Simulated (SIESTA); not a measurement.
Crystal: BN.

```
CELL_PARAMETERS angstrom
2.55394 0.00000 0.00000
-1.27697 2.21178 0.00000
0.00000 0.00000 4.22685
ATOMIC_POSITIONS crystal
N 0.33333 0.66667 0.12528
N 0.66667 0.33333 0.62528
B 0.33333 0.66667 0.49972
B 0.66667 0.33333 0.99972
```

Measurements of this composition are mostly on another form, of space group No. 194.

Base run:

| Property | Result |
| --- | --- |
| Program | SIESTA 5.4.2 |
| Functional | LDA |
| Potentials or basis | PseudoDojo 0.4 standard (LDA files) |
| Basis | DZP (energy shift 0.003 Ry) |
| Grid cutoff | 800 Ry |
| Energy shift | 0.003 Ry |
| k mesh | 12 × 12 × 6 |
| Occupations | fermi-dirac, width 0.05 eV |
| Spin | no spin polarisation |

Its results: band gap on the k mesh 5.09 eV, indirect (least direct gap 8.24 eV); pressure -10.6 GPa; largest force 0.007 eV/Å.

Question: The run is repeated on the same cell with these changes: functional from LDA to PBEsol; potentials or basis from PseudoDojo 0.4 standard (LDA files) to PseudoDojo 0.4 standard (PBEsol files). What comes out?

Answer: Band gap on the k mesh 5.09 eV, indirect (least direct gap 8.29 eV); pressure -2.1 GPa; largest force 0.021 eV/Å.

Caveats: the basis of atomic orbitals isn't converged, which shifts pressures, moduli and gaps.
